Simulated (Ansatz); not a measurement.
**Ti (omega type): how the settings move a single-point run**

Aim: see which settings change the result for Ti (omega type), by how much, and at what cost.

Method: reference: DFT, PBE, PAW with Ansatz's default frozen-core files, scalar-relativistic, in Ansatz 0.2.0.

3 further runs of the same task are left out: 1 for a known fault of the program, 1 that didn't finish, 1 set aside as unsound or not needed.

## Step 1: Starting point

It takes space group P6/mmm (No. 191, hexagonal). Conventional cell: a = 4.147 Å, b = 4.147 Å, c = 2.593 Å, α = 90.00°, β = 90.00°, γ = 120.00°. Around Ti (site symmetry 6/mmm) lie 14 Ti at 2.59 to 2.72 Å. Ti (site symmetry -6m2) is surrounded by 11 Ti at 2.39 to 2.72 Å.

Structure file:

```
Ti
1.0
     4.14691    0.00000    0.00000
    -2.07346    3.59133    0.00000
     0.00000    0.00000    2.59339
Ti
3
Direct
  0.00000 0.00000 0.00000
  0.33333 0.66667 0.50000
  0.66667 0.33333 0.50000
```

## Step 2: The reference run

input.yaml

```yaml
crystal:
  lattice:
    - [4.1469135193, 0.0, 0.0]
    - [-2.0734567596, 3.591332455, 0.0]
    - [0.0, 0.0, 2.5933943864]
  atoms:
    - { symbol: Ti, position: [0.0, 0.0, 0.0] }
    - { symbol: Ti, position: [0.3333333333, 0.6666666667, 0.5] }
    - { symbol: Ti, position: [0.6666666667, 0.3333333333, 0.5] }
kpoints:
  mp_grid: { grid: [9, 9, 12] }
scf:
  occupations: { method: fermi_dirac, width: 0.1 }
hamiltonian:
  xc: pbe
  pseudopotentials: { kind: paw }
output:
  forces: true
  stress: true
  eigenvalues: true
  populations: true
```

Started as:

```
ansatz run input.yaml --threads 1 --pin off --max-ram 3072MiB --backend cpu --events-out ev --progress --plain --runs-dir out
```

## Step 3: Variant: accuracy high

Changes to input.yaml since step 2:

```diff
@@ -21 +21,2 @@
   populations: true
+accuracy: high
```

What does the calculation give? Wanted: for each run, ending; energy change; pressure; gap; force.

As calculated:

```csv
run,ending,energy change,pressure (GPa),gap (eV),force (eV/Å),cycles,time
reference,converged,0,52.7,0.00,0.00,6,5.1 s
1: accuracy high,converged,0.0 meV/atom,52.7,0.00,0.00,8,5.6 s
```

Residual by cycle in the longest SCF loop of each run; runs are numbered as in the table. The quantity is the density residual dr2, in eV.

```csv
cycle,reference,run 1
1,0.0912,0.0912
2,0.0528,0.0528
3,5.8e-4,5.8e-4
4,8.5e-6,8.5e-6
5,1.3e-6,1.3e-6
6,1.5e-8,1.5e-8
7,-,3.4e-10
8,-,3.8e-12
```

**Reading.** The changed input (accuracy level) leaves the energy the same to the digits printed. The structure is not at rest: the sound run finds 53 GPa, so these are no properties of the relaxed crystal. 
